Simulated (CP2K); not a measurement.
Set up this calculation in CP2K 2026.2, as the native input.

* Task: single point
* Functional: PBE
* Potentials or basis: POTENTIAL_UZH Te GTH-PBE-q6, Sn GTH-PBE-q4; TZVP-MOLOPT-PBE-GTH basis
* Density cutoff: 6123 eV
* k mesh: 7 × 7 × 7
* Occupations: gaussian, width 0.05 eV
* Spin: no spin polarisation
* SCF solver: diagonalisation with k points
* Quickstep method: GPW
* EPS_DEFAULT: 1.0E-10
* EPS_SCF: 1.0E-6
* MAX_SCF: 100
* SCF_GUESS: ATOMIC
* k points reduced by the point group: yes
* Mesh centred on Gamma: yes
* CHOLESKY: OFF
* EPS_EIGVAL: 1.0E-7
* MIXING METHOD: BROYDEN_MIXING
* MIXING ALPHA: 0.4
* NBUFFER: 8
* NGRIDS: 4
* Basis sets: Te TZVP-MOLOPT-PBE-GTH-q6, Sn TZVP-MOLOPT-PBE-GTH-q4
* Potentials: Te GTH-PBE-q6 of POTENTIAL_UZH, Sn GTH-PBE-q4 of POTENTIAL_UZH
* ADDED_MOS: [10]
* REL_CUTOFF (Ry): 60 Ry
* MIXING BETA (1/bohr): 1.5 1/bohr
* CUTOFF of the grids: 450 Ry

The system is SnTe.

```
Te Sn
1.0
     3.90470    0.00000    0.00000
     0.00000    3.90470    0.00000
     0.00000    0.00000    3.90470
Te Sn
1 1
Direct
  0.50000 0.50000 0.50000
  0.00000 0.00000 0.00000
```

Measurements of this composition are mostly on another form, of space group No. 225.

One way to write it, as run:

snte_scf.inp

```
&GLOBAL
  PROJECT snte_scf
  RUN_TYPE ENERGY_FORCE
  PRINT_LEVEL LOW
&END GLOBAL
&FORCE_EVAL
  METHOD QS
  STRESS_TENSOR ANALYTICAL
  &DFT
    BASIS_SET_FILE_NAME BASIS_MOLOPT_UZH
    POTENTIAL_FILE_NAME POTENTIAL_UZH
    &MGRID
      CUTOFF 450
      REL_CUTOFF 60
      NGRIDS 4
    &END MGRID
    &QS
      METHOD GPW
      EPS_DEFAULT 1.0E-10
    &END QS
    &KPOINTS
      SCHEME MONKHORST-PACK 7 7 7
      GAMMA_CENTERED T
      SYMMETRY T
      SYMMETRY_BACKEND SPGLIB
    &END KPOINTS
    &SCF
      SCF_GUESS ATOMIC
      EPS_SCF 1.0E-6
      MAX_SCF 100
      ADDED_MOS 10
      CHOLESKY OFF
      EPS_EIGVAL 1.0E-7
      &DIAGONALIZATION ON
        ALGORITHM STANDARD
      &END DIAGONALIZATION
      &MIXING ON
        METHOD BROYDEN_MIXING
        ALPHA 0.4
        BETA 1.5
        NBUFFER 8
      &END MIXING
      &SMEAR ON
        METHOD GAUSSIAN
        SIGMA [eV] 0.05
      &END SMEAR
    &END SCF
    &XC
      &XC_FUNCTIONAL PBE
      &END XC_FUNCTIONAL
    &END XC
    &PRINT
      &KPOINTS ON
      &END KPOINTS
      &MULLIKEN ON
      &END MULLIKEN
      &MO ON
        ENERGIES T
        OCCUPATION_NUMBERS T
        &EACH
          QS_SCF 0
        &END EACH
        ADD_LAST NUMERIC
      &END MO
    &END PRINT
  &END DFT
  &SUBSYS
    &CELL
      A 3.9047000000 0.0000000000 0.0000000000
      B 0.0000000000 3.9047000000 0.0000000000
      C 0.0000000000 0.0000000000 3.9047000000
      PERIODIC XYZ
    &END CELL
    &COORD
      SCALED
      Te  0.5000000000 0.5000000000 0.5000000000
      Sn  0.0000000000 0.0000000000 0.0000000000
    &END COORD
    &KIND Te
      BASIS_SET TZVP-MOLOPT-PBE-GTH-q6
      POTENTIAL GTH-PBE-q6
    &END KIND
    &KIND Sn
      BASIS_SET TZVP-MOLOPT-PBE-GTH-q4
      POTENTIAL GTH-PBE-q4
    &END KIND
    &PRINT
      &ATOMIC_COORDINATES ON
      &END ATOMIC_COORDINATES
      &CELL ON
      &END CELL
      &SYMMETRY ON
      &END SYMMETRY
    &END PRINT
  &END SUBSYS
  &PRINT
    &FORCES ON
    &END FORCES
    &STRESS_TENSOR ON
    &END STRESS_TENSOR
  &END PRINT
&END FORCE_EVAL
```

Potentials or basis: POTENTIAL_UZH Te GTH-PBE-q6, Sn GTH-PBE-q4; TZVP-MOLOPT-PBE-GTH basis.

Run with:

```console
$ OMP_NUM_THREADS=1 cp2k.psmp -i snte_scf.inp -o snte_scf.out
```

Results of the run:

```
Pressure               : -0.1 GPa
Band gap on the k mesh : none (metal or under the smearing width)
Mulliken charges       : Te -0.28; Sn +0.28 e
```

Caveat: Mulliken charges move with the basis; the basis of atomic orbitals isn't converged, which shifts pressures, moduli and gaps.

Run time: 8.3 s on 1 thread of Arm Neoverse V2 (shared host), peak memory 0.26 GiB.
